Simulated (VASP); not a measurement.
From VASP inputs to Ansatz: BaS (distorted rocksalt)

INCAR

```
LREAL = .FALSE.
NBANDS = 15
LCHARG = .TRUE.
LASPH = .TRUE.
PREC = Accurate
EDIFF = 1E-7
LELF = .TRUE.
IBRION = -1
SIGMA = 0.02
NELM = 120
LWAVE = .FALSE.
ENCUT = 520
ISIF = 2
GGA = PE
NSW = 0
ISMEAR = -1
```

KPOINTS

```
KPOINTS created by Atomic Simulation Environment
0
Gamma
6 6 6
0 0 0
```

POSCAR

```
Ba S
 1.0000000000000000
     0.0176000000000000    3.2492999999999999    3.2494000000000001
     3.1795000000000000    0.0226000000000000    3.2444000000000002
     3.1899000000000002    3.2545999999999999    0.0123000000000000
 Ba  S
   1   1
Cartesian
  0.0264739300000000  0.0247628900000000  0.0069016100000000
  3.1405191000000001  3.2130034300000001  3.2120227499999996
```

VASP ran with the recommended PBE PAW datasets (16 valence electrons in the cell).

Write an Ansatz input for this cell and level of theory.



```yaml
crystal:
  lattice:
    - [0.0176, 3.2493, 3.2494]
    - [3.1795, 0.0226, 3.2444]
    - [3.1899, 3.2546, 0.0123]
  atoms:
    - { symbol: Ba, position: [0.0007, 0.0014, 0.0069] }
    - { symbol: S, position: [0.4943, 0.4931, 0.4903] }
kpoints:
  mp_grid: { grid: [6, 6, 6] }
hamiltonian:
  xc: pbe
scf:
  occupations: { method: fermi_dirac, width: 0.02 }
  n_extra_bands: 4
output:
  forces: true
  stress: true
  eigenvalues: true
```

Other inputs would serve too.

|  | VASP | Ansatz |
| --- | --- | --- |
| gap between bands v and c on the k mesh | 2.15 eV | 2.24 eV |
| least direct gap on the k mesh | 2.30 eV | 2.36 eV |
| pressure | 0.6 GPa | 0.0 GPa |
| largest force | 0.24 eV/Å | 0.22 eV/Å |

The two codes use different PAW datasets and cutoffs. VASP's cell holds 16 valence electrons and Ansatz's 16. Ansatz's stress includes a Pulay correction; VASP's doesn't.
